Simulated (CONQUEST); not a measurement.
## HgTe (Coloradoite) under changes of volume

One of the cells (33.215 Å³/atom); the others are scaled copies at fixed shape and fractional positions:

```
CELL_PARAMETERS angstrom
4.54599 0.00000 0.00000
0.00000 4.54599 0.00000
0.00000 0.00000 6.42900
ATOMIC_POSITIONS crystal
Hg 0.00000 0.00000 0.00000
Hg 0.50000 0.50000 0.50000
Te 0.00000 0.50000 0.25000
Te 0.50000 0.00000 0.75000
```

```yaml
Program: CONQUEST 1.3
Functional: LDA
Potentials_or_basis: PseudoDojo NC LDA, DZP, grid of 48 × 48 × 60 points
k_mesh: 6 × 6 × 4
Occupations: fermi-dirac, width 0.05 eV
Spin: no spin polarisation
```

```csv
volume (Å³/atom),energy over the lowest point (meV/atom),pressure (GPa)
31.223,41.61,5.1
31.887,23.51,3.6
32.551,10.94,2.4
33.215,3.37,1.3
33.880,0.00,0.3
34.544,0.58,-0.6
35.208,?,?
```

What does the run at 35.208 Å³/atom give?

Energy over the lowest point 4.70 meV/atom; pressure -1.4 GPa.

Worked out: A Birch-Murnaghan fit of order 3 (a polynomial in V^(-2/3)) to the other rows has its minimum at 34.11 Å³/atom with B0 = V·E''(V) = 45 GPa and B' = 5.4. It gives 4.50 meV/atom at 35.208 Å³/atom, against the run's 4.70, and -dE/dV = -1.3 GPa, against -1.4.

Energies are extrapolated to zero smearing.

Caveats: the basis of atomic orbitals isn't converged, which shifts pressures, moduli and gaps; the real-space grid breaks the cell's symmetry a little (some runs).
